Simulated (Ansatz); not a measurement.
Theory: Ansatz, DFT PBEsol, scalar-relativistic, plane waves, PAW.

Plane waves to 420 eV, a k mesh through Γ of 6×6×6 on the computed 4-atom cell and Gaussian smearing (0.02 eV); no spin polarisation.

Structure with the computed forces (eV/Å) in the last three columns:

```xyz
4
Lattice="0.0000 11.3687 2.9634 3.1345 0.0038 2.9488 3.1345 11.3649 0.0146" Properties=species:S:1:pos:R:3:forces:R:3 pbc="T T T" pressure_GPa=1.80
Pb    3.1345    4.4017    2.9701    0.0000   -0.6860   -0.3040
Pb    3.1345   18.3292    2.9497    0.0000    0.7910   -0.0800
Se    3.1345   15.6550    2.8591    0.0000   -0.6300    0.3220
Se    3.1345    7.0886    2.8742    0.0000    0.5240    0.0610
```

Stress tensor (GPa, compression positive):

```
-0.99  0.00  0.00
 0.00  2.67 -0.05
 0.00 -0.05  3.72
```

Spin–orbit coupling is left out, which can shift energies with elements as heavy as these. The cell holds layers, and where no dispersion correction was added their binding is poorly described.

This form isn't the usual stable structure of the compound.